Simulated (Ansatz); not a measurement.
Zinc-blende AlSb, treated with G0W0@PBE0 in Ansatz (hard PAW, contour deformation, complete-basis limit).

Numerical settings: largest k mesh 6×6×6 (not extrapolated in the mesh).

Cell (measured lattice):

```
CELL_PARAMETERS angstrom
      0.00000    -3.06775     3.06775
      3.06775    -3.06775     0.00000
      3.06775     0.00000     3.06775
ATOMIC_POSITIONS crystal
  Al 0.00000 0.00000 0.00000
  Sb 0.25000 0.25000 0.25000
```

Task: Predict the band gap.

Result: 
* **band gap**: 2.21 eV ± 0.03

Measured, for comparison: band gap 1.73 eV (zero-point renormalisation of 35 meV (experimental, the table's column) added back here, indirect; inputs from Miglio et al. (2020), arXiv:2011.12765).

Note: GW on a hybrid start was not checked against another program; cell and atoms aren't relaxed at this level; the gap holds a correction of +0.12 eV to the complete basis.

A ± joins the spread of the basis fit and the last step in the k mesh; it leaves out the method's own miss.

Spin–orbit coupling is not included; with these elements it can move the gap by several tenths of an eV or more.

Ansatz is a program for electronic structure.
